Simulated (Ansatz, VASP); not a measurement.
BP in VASP and in Ansatz

The input INCAR:

```
SYSTEM = BP
PREC = Accurate ; ENCUT = 520
EDIFF = 1E-7 ; ISMEAR = 0
SIGMA = 0.05 ; LREAL = .False.
LASPH = .True. ; NELM = 80
ALGO = Normal ; ISIF = 2
LWAVE = .False. ; LCHARG = .True.
GGA = PE ; LELF = .True.
LVHAR = .True. ; NBANDS = 11
```

Contents of KPOINTS:

```
Automatic mesh
0
Gamma
  10 10 10
  0 0 0
```

POSCAR

```
BP
1.0
    0.0000000000      2.2349650000      2.2690000000
    2.2690000000      0.0000000000      2.2690000000
    2.2690000000      2.2349650000      0.0000000000
B P
1 1
Direct
    0.0000000000      0.0000000000      0.0000000000
    0.7500000000      0.7500000000      0.7500000000
```

Input for Ansatz:

```yaml
crystal:
  lattice:
    - [0.0, 2.234965, 2.269]
    - [2.269, 0.0, 2.269]
    - [2.269, 2.234965, 0.0]
  atoms:
    - { symbol: B, position: [0.0, 0.0, 0.0] }
    - { symbol: P, position: [0.75, 0.75, 0.75] }
basis:
  ecutwfc: 420
kpoints:
  mp_grid: { grid: [10, 10, 10] }
hamiltonian:
  xc: pbe
scf:
  occupations: { method: gaussian, width: 0.05 }
output:
  forces: true
  stress: true
  eigenvalues: true
```

Change from the starting cell: strain -0.0150 x Voigt [0, 1, 0, 0, 0, 0], atoms carried along.

Alike in both runs: task single point; functional PBE; k mesh 10 × 10 × 10; occupations gaussian, width 0.05 eV; no spin polarisation.

|  | VASP | Ansatz |
| --- | --- | --- |
| version | VASP 6.6.1 | Ansatz 0.2.0 |
| potentials or method | VASP PAW PBE potentials, release 64 (B, P) | scalar-relativistic, plane waves, PAW |
| plane-wave cutoff (eV) | 520 | 420 |
| valence electrons in the cell | 8 | 8 |

```tsv
	VASP	Ansatz	Ansatz less VASP
gap on the k mesh at the Fermi level (eV)	0.99	1.00	+0.004
least direct gap on the mesh (eV)	3.27	3.27	+0.004
pressure (GPa)	3.5	3.7	+0.25
largest component of the traceless stress (GPa)	2.68	2.67	-0.004
```

With one functional, cell and mesh, what is left measures potentials, basis and numerics.

A k mesh can miss the band edges.
